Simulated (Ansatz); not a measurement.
## Band structure of InSb

```xyz
2
Lattice="0.0000 3.2391 3.2391 3.2391 0.0000 3.2391 3.2391 3.2391 0.0000" Properties=species:S:1:pos:R:3 pbc="T T T"
In    0.0000    0.0000    0.0000
Sb    4.8586    4.8586    4.8586
```

Atom numbers follow the list: In1, Sb2.

The conventional cell has a = 6.478 Å, b = 6.478 Å, c = 6.478 Å, α = 90.00°, β = 90.00°, γ = 90.00°. Around In (atom 1) lie 4 Sb at 2.81 Å. Around Sb (atom 2) lie 4 In at 2.81 Å.

The cell is COD entry 9008853, as deposited and not checked against the literature; nothing was relaxed.

No spin–orbit coupling, which matters for the heavy atoms here.

Level of theory: DFT, LDA, all-electron LAPW, scalar-relativistic in Ansatz 0.2.0.

Sampling and basis: a Γ-centred 10×10×10 k mesh, Fermi–Dirac smearing of 0.03 eV, basis error target 0.25 meV/atom, no spin polarisation.

Points in fractions of the reciprocal vectors of this cell: Γ (0, 0, 0), X (-0.5, -0.5, 0), U (-0.375, -0.375, 0.25), K (-0.375, 0, 0.375), L (0, 0, 0.5), W (-0.5, -0.25, 0.25). The path joins them by straight lines in the order Γ–X–U–K–Γ–L–W–X; legs that retrace an earlier one aren't tabulated. Energies are in eV from the Fermi level.

(1) Is there a gap?

(2) List the levels between -5 and 2.5 eV at the symmetry points.

Answers

(1) None at this level of theory (metallic, semimetallic, or a small gap that the functional closes).

(2) 
Γ: -0.45, -0.02 (×3)
X: -2.29 (×2), 1.23 (×2)
U: -3.16, -1.95, 1.51
K: -3.16, -1.95, 1.51
L: -1.03 (×2), 0.38
W: -2.90, -2.77
